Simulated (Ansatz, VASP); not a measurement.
One calculation of As, two programs

INCAR

```
SYSTEM = As
PREC = Accurate
ENCUT = 520
EDIFF = 1E-6
ISMEAR = -1
SIGMA = 0.1
LREAL = .FALSE.
LASPH = .TRUE.
NELM = 80
ALGO = Normal
ISIF = 2
LWAVE = .FALSE.
LCHARG = .FALSE.
GGA = PE
NBANDS = 8
```

The input KPOINTS:

```
Automatic mesh
0
G
  13 13 13
  0 0 0
```

The input POSCAR:

```
As
1.0
    2.8053614422      0.0000000000      0.0000000000
    0.0000000000      2.8053614422      0.0000000000
    0.0000000000      0.0000000000      2.8053614422
As
1
Direct
    0.0000000000      0.0000000000      0.0000000000
```

Input for Ansatz:

```yaml
crystal:
  lattice:
    - [2.8053614422, 0.0, 0.0]
    - [0.0, 2.8053614422, 0.0]
    - [0.0, 0.0, 2.8053614422]
  atoms:
    - { symbol: As, position: [0.0, 0.0, 0.0] }
hamiltonian:
  xc: pbe
  pseudopotentials:
    kind: paw
    azcp:
      As: "pseudopotentials/As.paw.azcp"
basis:
  ecutwfc: 420
  fft_grid_basis: typed
kpoints:
  mp_grid: { grid: [13, 13, 13], shift: [0, 0, 0] }
magnetization:
  spin_polarized: false
scf:
  occupations: { method: fermi_dirac, width: 0.1 }
  lower_state_search: "off"
output:
  stress: true
```

Alike in both runs: task single point; functional PBE; k mesh 13 × 13 × 13; occupations fermi-dirac, width 0.1 eV; no spin polarisation.

|  | VASP | Ansatz |
| --- | --- | --- |
| version | VASP 6.6.1 | Ansatz 0.2.0 |
| potentials or method | VASP PAW PBE potentials, release 64 (As) | plane waves (420 eV) with PAW, scalar-relativistic |
| plane-wave cutoff (eV) | 520 | 420 |
| valence electrons in the cell | 5 | 15 |

|  | VASP | Ansatz | Ansatz less VASP |
| --- | --- | --- | --- |
| pressure (GPa) | -5.3 | -5.4 | -0.08 |

The functional is the same, so the differences come from potentials, cutoffs and numerics. The two sets of potentials don't hold the same shells in valence.
